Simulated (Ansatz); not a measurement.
Structure types of Sn at a series of pressures

All-electron LAPW in Ansatz 0.2.0 under PBE, scalar-relativistic, energies extrapolated to zero smearing, no spin–orbit coupling; spin polarisation is left out. At each pressure a set of structure types was relaxed with symmetry kept. The table gives H = E + pV above the lowest type of that row in meV/atom (up to 5 of noise); a dash means not tried or turned into another type. Real phases may be missing from the set: fcc wasn't tried throughout, and may lie lower. k spacings are near 0.17 to 0.21 Å⁻¹, smearing 0.05 to 0.1 eV.

Problem. Among hcp, bcc, dhcp, beta tin, diamond, omega, which leads at 1.4, 4.4, 180 GPa?

Solution. beta tin or dhcp at 1.4 GPa; dhcp or beta tin at 4.4 GPa; hcp or bcc at 180 GPa.

```csv
p (GPa),V of the lowest (Å³/atom),hcp,bcc,dhcp,beta tin,diamond,omega
1.4,27.64,15,16,7,0,29,–
4.4,25.78,6,12,0,3,–,22
180,13.72,0,4,78,534,4790,–
```
